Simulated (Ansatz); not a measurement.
## WS2: stiffness from a series of strains

```xyz
3
Lattice="1.5790 0.9116 6.1633 -1.5790 0.9116 6.1633 0.0000 -1.8233 6.1633" Properties=species:S:1:pos:R:3 pbc="T T T"
W     0.0000    0.0000    0.0000
S     0.0000    0.0000   13.8730
S     0.0000    0.0000   10.7427
```

Atoms are numbered in the order listed.

The cell is COD entry 9012192, as deposited and not checked against the literature; nothing was relaxed.

Spin–orbit coupling is left out, though it moves levels of the heavy atoms by tenths of an eV or more.

Level of theory: Ansatz 0.2.0, DFT, PBEsol, all-electron LAPW, scalar-relativistic.

The runs use a Γ-centred 15×15×15 k mesh, Fermi–Dirac smearing of 0.03 eV, basis error target 1 meV/atom, no spin polarisation.

The strain is applied along the Cartesian axes of the cell as listed (the other components stay zero). Fractional coordinates are held (clamped ions).

σ is the change of stress from the unstrained cell, which is at -0.58 GPa; tension is positive, so slopes are stress–strain coefficients at that pressure.

Only quantities that a quadratic follows smoothly over the whole series are listed; rougher ones are left out.

```tsv
εxx = εyy	σzz (GPa)	σxx (GPa)
-0.0200	-4.99	-8.22
0.0000	0.00	0.00
0.0100	2.11	3.56
0.0200	4.00	6.79
```

Q: Fit the series and read off the stiffness at zero strain.

A: Least-squares fits y = p0 + p1 x + p2 x² to the rows give σzz (GPa): p1 = 225, p2 = -1200; σxx (GPa): p1 = 375, p2 = -1800. So C13 + C23 = 225 GPa and C11 + C12 = 375 GPa, for these axes.

Q: One run, at εxx = εyy = -0.0100, is withheld. Predict its row.

A: The fits give -2.37, -3.93; the run gave -2.36, -3.91.
